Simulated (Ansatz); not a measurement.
Runs of Ansatz 0.2.0 on Sb. The structure is cubic, space group Im-3m (No. 229). The conventional cell has a = 3.743 Å, b = 3.743 Å, c = 3.743 Å, α = 90.00°, β = 90.00°, γ = 90.00°. Around Sb (site symmetry m-3m) lie 8 Sb at 3.24 Å. This isn't the form of Sb at room conditions, which is rhombohedral.

```tsv
task	potentials or basis	spin	cell	k mesh	cutoff (eV)	pressure (GPa)
band structure	all-electron LAPW, relativistic spinors	SOC, no magnetisation	as given	8 × 8 × 8	172	(a)
relaxation of cell and atoms	all-electron LAPW, scalar-relativistic	off	relaxed to 10 GPa	10 × 10 × 10	-	10.0
relaxation of cell and atoms	all-electron LAPW, scalar-relativistic	off	relaxed to 20 GPa	10 × 10 × 10	-	20.0
band structure	all-electron LAPW, scalar-relativistic	off	as given	8 × 8 × 8	172	-1.0
band structure	all-electron LAPW, scalar-relativistic	off	strain_xy = 0	10 × 10 × 10	172	0.0
relaxation of cell and atoms	all-electron LAPW, scalar-relativistic	off	relaxed to 5 GPa	10 × 10 × 10	-	5.0
relaxation of cell and atoms	all-electron LAPW, scalar-relativistic	off	relaxed to 30 GPa	10 × 10 × 10	-	30.0
relaxation of cell and atoms	all-electron LAPW, scalar-relativistic	off	relaxed	10 × 10 × 10	-	0.0
```

Alike in all rows: level PBEsol; smearing fermi-dirac 0.05 eV; basis error allowed 0.001 eV/atom.

Problem. Fill in the values left out.

Solution. (a) -0.6.

Caveats: the k mesh is thin for a metal, which can move the energy by tens of meV per atom (some runs).
